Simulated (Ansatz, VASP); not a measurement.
# Cross-check of SrLa2Mn3O9 (La0.67Sr0.33MnO3, rhombohedral perovskite) between VASP and Ansatz, part 3 of 4

One calculation is typed for both programs; each brings its own data sets. How far apart do they land? The cell is invented: As first built, before any earlier steps moved the atoms (in the runner's words): 1x1x1 conventional cells of the LaMnO3 type (30 atoms: 18 O, 6 Mn, 2 Sr, 4 La); La/Sr share their sites, the best of 600 random draws by like-pair counts in two shells; start lattice of LaMnO3; atoms moved at random by 0.02 A. It may not be a known or stable phase. Of the first pair: The structure shown is the start of the Ansatz relaxation below; VASP solves that cell, so the two are compared at the walk's first step.

VASP 6.6.1 and Ansatz 0.2.0.

So far: Starting point; Ansatz: relaxation, PBEsol, DFT+U; VASP: single point, PBEsol, DFT+U, start cell, pair 1.

## 3. VASP: single point, PBEsol, DFT+U, start cell, pair 1 (continued)

Level of this step: PBEsol, DFT+U (Mn d 4 eV), spin-polarised from a ferromagnetic start; plane waves and PAW (O, Mn_pv, Sr_sv, La); invented cell (VASP).

Numbers of over 12 decimals in the logs are rounded to 6 here.

OUTCAR, selected parts (step 3):

```text
ion  position               nearest neighbor table
   1  0.548  1.000  0.251-  21 1.94  20 1.94  28 2.47  27 2.74  29 2.81
   2  0.003  0.550  0.251-  21 1.94  20 1.94  28 2.46  27 2.74  29 2.82
   3  0.451  0.454  0.252-  21 1.94  20 1.94  28 2.47  27 2.72
   4  0.117  0.327  0.089-  20 1.93  19 1.97  29 2.48  28 2.62  25 2.85
   5  0.674  0.789  0.089-  20 1.93  19 1.97  29 2.48  28 2.63  25 2.84
   6  0.212  0.883  0.088-  20 1.93  19 1.97  29 2.48  28 2.63  25 2.84
   7  0.218  0.341  0.578-  22 1.93  23 1.97  30 2.48  27 2.62  26 2.85
   8  0.661  0.878  0.578-  22 1.93  23 1.97  30 2.48  27 2.63  26 2.84
   9  0.123  0.784  0.579-  22 1.93  23 1.97  30 2.48  27 2.63  26 2.84
  10  0.787  0.668  0.416-  21 1.94  22 1.94  27 2.47  28 2.74  30 2.81
  11  0.332  0.117  0.416-  21 1.94  22 1.94  27 2.46  28 2.74  30 2.82
  12  0.884  0.213  0.415-  21 1.94  22 1.94  27 2.47  28 2.72
  13  0.865  0.663  0.921-  19 1.91  24 1.95  25 2.55  29 2.58  26 2.72  25 2.91
  14  0.339  0.203  0.921-  19 1.91  24 1.95  25 2.55  29 2.58  26 2.73  25 2.91
  15  0.799  0.137  0.921-  19 1.91  24 1.95  25 2.55  29 2.57  26 2.73  25 2.91
  16  0.471  0.005  0.746-  23 1.91  24 1.95  26 2.55  30 2.58  25 2.72  26 2.91
  17  0.996  0.465  0.746-  23 1.91  24 1.95  26 2.55  30 2.58  25 2.73  26 2.91
  18  0.536  0.530  0.745-  23 1.91  24 1.95  26 2.55  30 2.57  25 2.73  26 2.91
  19  0.001  0.000  0.999-  14 1.91  13 1.91  15 1.91   6 1.97   5 1.97   4 1.97  26 3.23  28 3.29
                            29 3.31  29 3.31  29 3.31  25 3.35  25 3.35  25 3.35
  20  0.334  0.667  0.167-   6 1.93   5 1.93   4 1.93   2 1.94   1 1.94   3 1.94  28 3.33  28 3.33
                            28 3.33  27 3.35  25 3.37  29 3.37  29 3.37  29 3.37
  21  0.668  0.334  0.333-  11 1.94   2 1.94   1 1.94  10 1.94   3 1.94  12 1.94  28 3.35  27 3.35
                            28 3.35  27 3.35  27 3.35  28 3.35  29 3.41  30 3.41
  22  0.001  0.000  0.500-   9 1.93   8 1.93   7 1.93  10 1.94  11 1.94  12 1.94  27 3.33  27 3.33
                            27 3.33  28 3.35  26 3.37  30 3.37  30 3.37  30 3.37
  23  0.334  0.667  0.668-  17 1.91  16 1.91  18 1.91   9 1.97   8 1.97   7 1.97  25 3.23  27 3.29
                            30 3.31  30 3.31  30 3.31  26 3.35  26 3.35  26 3.35
  24  0.668  0.334  0.833-  17 1.95  14 1.95  13 1.95  16 1.95  15 1.95  18 1.95  30 3.21  29 3.21
                            25 3.32  26 3.32  26 3.32  25 3.32  25 3.32  26 3.32
  25  0.334  0.667  0.912-  14 2.55  13 2.55  15 2.55  16 2.72  17 2.73  18 2.73   6 2.84   5 2.84
                             4 2.85  13 2.91  15 2.91  14 2.91  23 3.23  24 3.32  24 3.32  24 3.32
  26  0.001  0.000  0.755-  17 2.55  18 2.55  16 2.55  13 2.72  14 2.73  15 2.73   9 2.84   8 2.84
                             7 2.85  16 2.91  18 2.91  17 2.91  19 3.23  24 3.32  24 3.32  24 3.32
  27  0.334  0.667  0.419-  11 2.46  12 2.47  10 2.47   7 2.62   8 2.63   9 2.63   3 2.72   2 2.74
                             1 2.74  23 3.29  22 3.33  22 3.33  22 3.33  20 3.35  21 3.35  21 3.35
  28  0.001  0.001  0.248-   2 2.46   3 2.47   1 2.47   4 2.62   5 2.63   6 2.63  12 2.72  11 2.74
                            10 2.74  19 3.29  20 3.33  20 3.33  20 3.33  22 3.35  21 3.35  21 3.35
  29  0.668  0.334  0.076-   5 2.48   6 2.48   4 2.48  15 2.57  14 2.58  13 2.58   1 2.81   2 2.82
                            24 3.21  19 3.31  19 3.31  19 3.31  20 3.37  20 3.37  20 3.37  21 3.41
  30  0.668  0.334  0.591-   8 2.48   9 2.48   7 2.48  18 2.57  17 2.58  16 2.58  10 2.81  11 2.82
                            24 3.21  23 3.31  23 3.31  23 3.31  22 3.37  22 3.37  22 3.37  21 3.41

  LATTYP: Found a base centered monoclinic cell.
 ALAT       =    38.7894239543
 B/A-ratio  =     0.1407504601
 C/A-ratio  =     0.4193255655
 COS(beta)  =    -0.9801311999

 Subroutine GETGRP returns: Found  1 space group operations
 (whereof  1 operations were pure point group operations)

The static configuration has the point symmetry C_1 .

 Found     10 irreducible k-points:

   k-points           NKPTS =     10   k-points in BZ     NKDIM =     10   number of bands    NBANDS=    148

   dimension x,y,z NGX =    42 NGY =   42 NGZ =   98
   dimension x,y,z NGXF=    84 NGYF=   84 NGZF=  196

   ENCUT  =  520.0 eV  38.22 Ry    6.18 a.u.  10.15 10.15 24.62*2*pi/ulx,y,z

   NELECT =     250.0000    total number of electrons

 k-points in reciprocal lattice and weights: Automatic mesh
   0.00000000  0.00000000  0.00000000       0.062
   0.25000000 -0.00000000  0.00000000       0.125
   0.50000000 -0.00000000  0.00000000       0.062
  -0.00000000  0.25000000  0.00000000       0.125
   0.25000000  0.25000000  0.00000000       0.125
   0.50000000  0.25000000  0.00000000       0.125
  -0.25000000  0.25000000  0.00000000       0.125
  -0.00000000  0.50000000  0.00000000       0.062
   0.25000000  0.50000000  0.00000000       0.125
   0.50000000  0.50000000  0.00000000       0.062

atom =  19  type =  2  l = 2

[...]
spin component 2
 k-point     1 :       0.0000    0.0000    0.0000
  band No.  band energies     occupation
    ...
    110       5.6886      1.00000
    111       5.7623      1.00000
    112       5.7656      1.00000
    113       5.7927      1.00000
    114       6.0155      1.00000
    115       9.3044      0.00000
    116       9.3049      0.00000
    117       9.3135      0.00000
    118       9.8595      0.00000
    119       9.8635      0.00000
    ...

 k-point     2 :       0.2500   -0.0000    0.0000
  band No.  band energies     occupation
    ...
    110       5.5230      1.00000
    111       5.5898      1.00000
    112       5.6415      1.00000
    113       5.6999      1.00000
    114       5.9203      1.00000
    115       9.4932      0.00000
    116       9.5699      0.00000
    117       9.6959      0.00000
    118       9.7216      0.00000
    119       9.9495      0.00000
    ...

 k-point     3 :       0.5000   -0.0000    0.0000
  band No.  band energies     occupation
    ...
    110       5.3011      1.00000
    111       5.3808      1.00000
    112       5.5621      1.00000
    113       5.6426      1.00000
    114       5.9729      1.00000
    115       9.4016      0.00000
    116       9.8981      0.00000
    117       9.9466      0.00000
    118      10.1448      0.00000
    119      10.1934      0.00000
    ...

 k-point     4 :      -0.0000    0.2500    0.0000
  band No.  band energies     occupation
    ...
    110       5.5222      1.00000
    111       5.5872      1.00000
    112       5.6463      1.00000
    113       5.6991      1.00000
    114       5.9205      1.00000
    115       9.4951      0.00000
    116       9.5717      0.00000
    117       9.6935      0.00000
    118       9.7192      0.00000
    119       9.9480      0.00000
    ...

 k-point     5 :       0.2500    0.2500    0.0000
  band No.  band energies     occupation
    ...
    110       5.2589      1.00000
    111       5.3119      1.00000
    112       5.5841      1.00000
    113       5.6971      1.00000
    114       5.7638      1.00000
    115       9.7563      0.00000
    116       9.7847      0.00000
    117      10.0070      0.00000
    118      10.0396      0.00000
    119      10.1571      0.00000
    ...

 k-point     6 :       0.5000    0.2500    0.0000
  band No.  band energies     occupation
    ...
    110       5.2635      1.00000
    111       5.3070      1.00000
    112       5.5823      1.00000
    113       5.6976      1.00000
    114       5.7643      1.00000
    115       9.7569      0.00000
    116       9.7836      0.00000
    117      10.0065      0.00000
    118      10.0402      0.00000
    119      10.1578      0.00000
    ...

  Total        7.7012006      7.7038884      7.6331854      0.0036612     -0.0027560     -0.0140430
  in kB       36.1181138     36.1307190     35.7991270      0.0171709     -0.0129255     -0.0658608
  external PRESSURE =      36.0159866 kB  Pullay stress =       0.0000000 kB

  energy-cutoff  :      520.00
  volume of cell :      341.62
      direct lattice vectors                 reciprocal lattice vectors
     5.456930000 -0.001330000  0.000810000     0.183279015  0.105806132 -0.000042229
    -2.729620000  4.728290000  0.000270000     0.000051558  0.211522716 -0.000030198
     0.001960000  0.001890000 13.241970000    -0.000011212 -0.000010785  0.075517468

 POSITION                                       TOTAL-FORCE (eV/Angst)
 -----------------------------------------------------------------------------------
      0.26240      4.72580      3.32060         0.069582     -0.047130     -0.029108
     -1.48700      2.60320      3.32610         0.000963      0.082117     -0.022954
      1.22390      2.14840      3.33520        -0.075253     -0.036937     -0.024118
     -0.25120      1.54600      1.17630        -0.054858     -0.089001     -0.020803
      1.52260      3.73050      1.17270         0.104237     -0.003741     -0.022010
     -1.25590      4.17620      1.16600        -0.048212      0.092645     -0.022620
      0.25860      1.61140      7.65580         0.054893      0.089908      0.021269
      1.21200      4.15390      7.66010        -0.103443      0.004786      0.021583
     -1.46630      3.70960      7.66620         0.048317     -0.091966      0.022760
      2.47260      3.15890      5.51230        -0.069483      0.045582      0.028149
      1.49480      0.55460      5.50580        -0.002033     -0.082907      0.024367
      4.24090      1.00790      5.49720         0.075018      0.036855      0.025387
      2.91080      3.13470     12.19470         0.036564     -0.063290      0.011732
      1.29770      0.96160     12.19750         0.039002      0.066254      0.009436
      3.98640      0.64980     12.20250        -0.075786      0.001575      0.011679
      2.55580      0.02380      9.88000        -0.036903      0.062901     -0.012342
      4.16880      2.19690      9.87730        -0.038522     -0.066117     -0.009876
      1.48010      2.50870      9.87220         0.075444     -0.001756     -0.012361
      0.00560      0.00380     13.22710         0.000953     -0.000489      0.136184
      0.00260      3.15480      2.20560         0.001838     -0.000089      0.080103
      2.73230      1.57810      4.41630         0.000792      0.001733     -0.000552
      0.00500      0.00280      6.62630        -0.002373      0.000699     -0.081794
      0.00380      3.15590      8.84670         0.001281     -0.000433     -0.131587
      2.73330      1.57930     11.03740        -0.001726     -0.001176     -0.001375
      0.00440      3.15640     12.08030        -0.000854      0.000382      0.000255
      0.00510      0.00330      9.99350         0.001292      0.000266      0.000560
      0.00420      3.15390      5.55290         0.000003      0.000589     -0.001794
      0.00340      0.00370      3.27900         0.000365     -0.000599     -0.000084
      2.73220      1.57730      1.00610        -0.000686     -0.000875     -0.011936
      2.73230      1.57910      7.82680        -0.000413      0.000215      0.011850
 -----------------------------------------------------------------------------------
    total drift:                               -0.000364      0.000050      0.002580

  FREE ENERGIE OF THE ION-ELECTRON SYSTEM (eV)
  ---------------------------------------------------
  free  energy   TOTEN  =      -241.1292621596 eV

  energy  without entropy=     -241.1189886510  energy(sigma->0) =     -241.12412541

 total charge
# of ion       s       p       d       f       tot
--------------------------------------------------
    1        1.560   3.460   0.000   0.000   5.020
    2        1.560   3.460   0.000   0.000   5.021
    3        1.560   3.460   0.000   0.000   5.020
    4        1.559   3.462   0.000   0.000   5.021
    5        1.559   3.462   0.000   0.000   5.022
    6        1.559   3.462   0.000   0.000   5.021
    7        1.559   3.462   0.000   0.000   5.021
    8        1.559   3.462   0.000   0.000   5.022
    9        1.559   3.462   0.000   0.000   5.021
   10        1.560   3.460   0.000   0.000   5.020
   11        1.560   3.460   0.000   0.000   5.021
   12        1.560   3.460   0.000   0.000   5.020
   13        1.558   3.465   0.000   0.000   5.023
   14        1.558   3.465   0.000   0.000   5.023
   15        1.558   3.465   0.000   0.000   5.023
   16        1.558   3.465   0.000   0.000   5.023
   17        1.558   3.465   0.000   0.000   5.023
   18        1.558   3.465   0.000   0.000   5.023
   19        0.329   6.412   4.909   0.000  11.650
   20        0.330   6.417   4.915   0.000  11.663
   21        0.325   6.405   4.927   0.000  11.656
   22        0.330   6.417   4.915   0.000  11.663
   23        0.329   6.412   4.909   0.000  11.650
   24        0.321   6.396   4.904   0.000  11.621
   25        2.002   5.769   0.228   0.000   7.999
   26        2.002   5.769   0.228   0.000   7.999
   27        2.024   5.689   0.592   0.219   8.523
   28        2.024   5.689   0.592   0.219   8.523
   29        2.025   5.686   0.590   0.219   8.519
   30        2.025   5.686   0.590   0.219   8.519
--------------------------------------------------
tot         42.132 135.067  32.299   0.875 210.373

 magnetization (x)
# of ion       s       p       d       f       tot
--------------------------------------------------
    1        0.005  -0.039   0.000   0.000  -0.035
    2        0.005  -0.040   0.000   0.000  -0.035
    3        0.005  -0.039   0.000   0.000  -0.035
    4        0.004  -0.035   0.000   0.000  -0.030
    5        0.004  -0.035   0.000   0.000  -0.031
    6        0.004  -0.035   0.000   0.000  -0.031
    7        0.004  -0.035   0.000   0.000  -0.030
    8        0.004  -0.035   0.000   0.000  -0.031
    9        0.004  -0.035   0.000   0.000  -0.031
   10        0.005  -0.039   0.000   0.000  -0.035
   11        0.005  -0.040   0.000   0.000  -0.035
   12        0.005  -0.039   0.000   0.000  -0.035
   13        0.004  -0.040   0.000   0.000  -0.035
   14        0.004  -0.040   0.000   0.000  -0.035
   15        0.004  -0.040   0.000   0.000  -0.035
   16        0.004  -0.040   0.000   0.000  -0.035
   17        0.004  -0.040   0.000   0.000  -0.035
   18        0.004  -0.040   0.000   0.000  -0.035
   19        0.019   0.024   3.558   0.000   3.600
   20        0.019   0.027   3.578   0.000   3.624
   21        0.020   0.025   3.666   0.000   3.711
   22        0.019   0.027   3.579   0.000   3.625
   23        0.019   0.024   3.558   0.000   3.600
   24        0.019   0.022   3.637   0.000   3.679
   25        0.001   0.001   0.005   0.000   0.007
   26        0.001   0.001   0.005   0.000   0.007
   27        0.002   0.001   0.015   0.007   0.025
   28        0.002   0.001   0.015   0.007   0.025
   29        0.002   0.001   0.016   0.008   0.027
   30        0.002   0.001   0.016   0.008   0.027
--------------------------------------------------
tot          0.204  -0.531  21.649   0.029  21.351
```

The run ends at a pressure of 3.60 GPa, with forces up to 0.14 eV/Å.

## 4. Side by side

Known differences besides the potentials themselves: VASP starts from the moments at which Ansatz ended; U acts on the PAW sphere in VASP and on atomic orbitals in Ansatz, so only states and trends compare; the data sets hold 262 valence electrons in Ansatz (on its default PAW (the set named soft_2) files) and 250 in VASP; the cutoff is 420 eV in Ansatz and 520 eV in VASP; Ansatz makes its cores anew for this functional, VASP keeps those of its PBE data sets. Total energies have different zeros and are not compared.

Forces on 10 of the 30 atoms, those with the largest forces and the largest differences (eV/Å; atoms numbered as in POSCAR):

| atom | Ansatz x, y, z | VASP x, y, z |
| --- | --- | --- |
| O4 | -0.066, -0.093, -0.015 | -0.055, -0.089, -0.021 |
| O5 | 0.114, -0.012, -0.016 | 0.104, -0.004, -0.022 |
| O7 | 0.067, 0.093, 0.015 | 0.055, 0.090, 0.021 |
| O8 | -0.113, 0.013, 0.016 | -0.103, 0.005, 0.022 |
| O9 | 0.045, -0.104, 0.017 | 0.048, -0.092, 0.023 |
| O14 | 0.024, 0.092, 0.015 | 0.039, 0.066, 0.009 |
| O15 | -0.091, -0.024, 0.018 | -0.076, 0.002, 0.012 |
| O17 | -0.024, -0.093, -0.015 | -0.039, -0.066, -0.010 |
| Mn19 | -0.001, 0.000, 0.117 | 0.001, 0.000, 0.136 |
| Mn23 | 0.001, 0.000, -0.117 | 0.001, 0.000, -0.132 |

The forces differ by 10 meV/Å r.m.s., which is 22.3 % of the r.m.s. force of 0.047 eV/Å (both taken over all components). Moments aren't recorded for both runs of this pair, so they may hold unlike magnetic states.

## 5. Ansatz: relaxation, PBEsol, DFT+U

This run makes the geometry at which the two programs are then compared. The cell compared in this pair holds 349.74 Å³, against 341.62 Å³ for the pair before.

The structure compared here is the end of the Ansatz relaxation.

input.yaml

```yaml
crystal:
  lattice:
    - [5.45693, -0.00133, 0.00081]
    - [-2.72962, 4.72829, 0.00027]
    - [0.00196, 0.00189, 13.24197]
  atoms:
    - { symbol: O, position: [0.54798, 0.99953, 0.25071] }
    - { symbol: O, position: [0.00275, 0.55045, 0.25117] }
    - { symbol: O, position: [0.45149, 0.4544, 0.25183] }
    - { symbol: O, position: [0.11749, 0.32697, 0.08882] }
    - { symbol: O, position: [0.67371, 0.78912, 0.0885] }
    - { symbol: O, position: [0.21164, 0.88327, 0.08802] }
    - { symbol: O, position: [0.21757, 0.34064, 0.57813] }
    - { symbol: O, position: [0.66133, 0.87848, 0.57841] }
    - { symbol: O, position: [0.12343, 0.78435, 0.57891] }
    - { symbol: O, position: [0.78717, 0.66813, 0.41621] }
    - { symbol: O, position: [0.33242, 0.11723, 0.41576] }
    - { symbol: O, position: [0.88367, 0.21324, 0.41508] }
    - { symbol: O, position: [0.86464, 0.66285, 0.92085] }
    - { symbol: O, position: [0.33907, 0.2031, 0.9211] }
    - { symbol: O, position: [0.79887, 0.13729, 0.92145] }
    - { symbol: O, position: [0.47052, 0.00486, 0.74608] }
    - { symbol: O, position: [0.99609, 0.46461, 0.74584] }
    - { symbol: O, position: [0.53629, 0.53042, 0.74548] }
    - { symbol: Mn, position: [0.00088, 0.00041, 0.99888], spin: 4.5 }
    - { symbol: Mn, position: [0.33419, 0.66725, 0.16653], spin: 4.5 }
    - { symbol: Mn, position: [0.66757, 0.33382, 0.33346], spin: 4.5 }
    - { symbol: Mn, position: [0.00093, 0.00039, 0.5004], spin: 4.5 }
    - { symbol: Mn, position: [0.33424, 0.66727, 0.66805], spin: 4.5 }
    - { symbol: Mn, position: [0.66758, 0.33386, 0.83347], spin: 4.5 }
    - { symbol: Sr, position: [0.33426, 0.66729, 0.91224] }
    - { symbol: Sr, position: [0.00087, 0.0004, 0.75468] }
    - { symbol: La, position: [0.33424, 0.66696, 0.41931] }
    - { symbol: La, position: [0.00088, 0.00068, 0.24762] }
    - { symbol: La, position: [0.66759, 0.33374, 0.07593] }
    - { symbol: La, position: [0.66752, 0.33391, 0.59101] }
magnetization:
  spin_polarized: true
kpoints:
  mp_grid: { grid: [4, 4, 1] }
hamiltonian:
  xc: pbesol
  hubbard:
    sites: [{ species: Mn, l: d, u_eff: 4.0 }]
    projectors: ortho-atomic
scf:
  occupations: { method: fermi_dirac, width: 0.03 }
output:
  forces: true
  stress: true
relax:
  f_tol: 0.02
  max_steps: 35
  cell: { stress_tol: 0.1 }
```

Started as:

```bash
$ ansatz run input.yaml --threads 4 --pin off --max-ram 15360MiB --backend cpu --events-out ev --progress --plain --runs-dir out
```

What it wrote:

```text
[...]
Crystal: 30 atoms, lattice volume = 341.621 Å³
Basis set: ecut = 420 eV, 6675 PW (Γ), exchange–correlation on 80×80×180 points (8 copies of the dense FFT grid, shifted against one another)
Bands: 175, of which v1, the nominal top of the filled ones, is band 131 counted from 1 (130 counted from 0)
Symmetry: 1 space group operations
[...]
- { symbol: Mn, position: [0.667563, 0.333831, 0.833464] }
    - { symbol: Sr, position: [0.334241, 0.667228, 0.911772] }
    - { symbol: Sr, position: [0.000883943, 0.000432831, 0.755156] }
    - { symbol: La, position: [0.334233, 0.667081, 0.419312] }
    - { symbol: La, position: [0.000891788, 0.000580957, 0.247615] }
    - { symbol: La, position: [0.667588, 0.333791, 0.075627] }
    - { symbol: La, position: [0.667537, 0.333870, 0.591303] }
[key lines of the parts left out:]
SCF converged after 7 iterations
Magnetization: 22.0000 μB (142.0000 up, 120.0000 down)
Free energy (F): -64956.029904 eV
Fermi energy:    12.225702 eV
P = ⅓ Tr σ = 0.0116 GPa (0.116 kbar)
```

(Part 3 of 4 ends here.)

[Lines on the potential files, build, host, timing and source positions are cut from VASP's logs without a mark.]

[Logs are printed without paths, hosts, clocks, repeated set-up lines and the standing remarks that a program may print on its own settings, such as how far it seeks lower states.]

[Hosts, paths, dates, database ids (printed as entryN), source tags and the programs' standing remarks are cut or masked in the printed files.]
